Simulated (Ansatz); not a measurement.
# Lattice vibrations of HfS$_{2}$ at Γ at 20 GPa

Theory: Ansatz, DFT PBE+D3(BJ), scalar-relativistic, plane waves, PAW. Plane waves to 420 eV; Γ-centred k mesh 12×12×8; Fermi-Dirac smearing of 0.15 eV. No spin polarisation. Phonons by linear response, acoustic sum rule imposed.

The cell, relaxed at 20 GPa:
```
CELL_PARAMETERS angstrom
3.35939 0.00000 0.00000
-1.67969 2.90931 0.00000
0.00000 0.00000 5.15089
ATOMIC_POSITIONS crystal
Hf 0.00000 0.00000 0.00000
S 0.66667 0.33333 0.70794
S 0.33333 0.66667 0.29206
```

In a metal, frequencies and elastic constants depend on the k mesh and the smearing, soft modes and shear constants most. Spin–orbit coupling is left out, which matters for heavy elements. Other phases may be more stable at this pressure. A semilocal functional can close a gap that the real compound has.

Optical modes at Γ; i marks an imaginary frequency:
```
frequency (cm⁻¹) degeneracy
             202           2
             284           2
             365           1
             414           1
```

All 6 optical modes at Γ are real: no displacement of atoms at fixed cell lowers the energy to second order. Strains and modes at other wave vectors aren't tested by this run.

Cost: 1 run of about 5.7 core-minutes, on AMD EPYC (Zen 3) (shared hosts).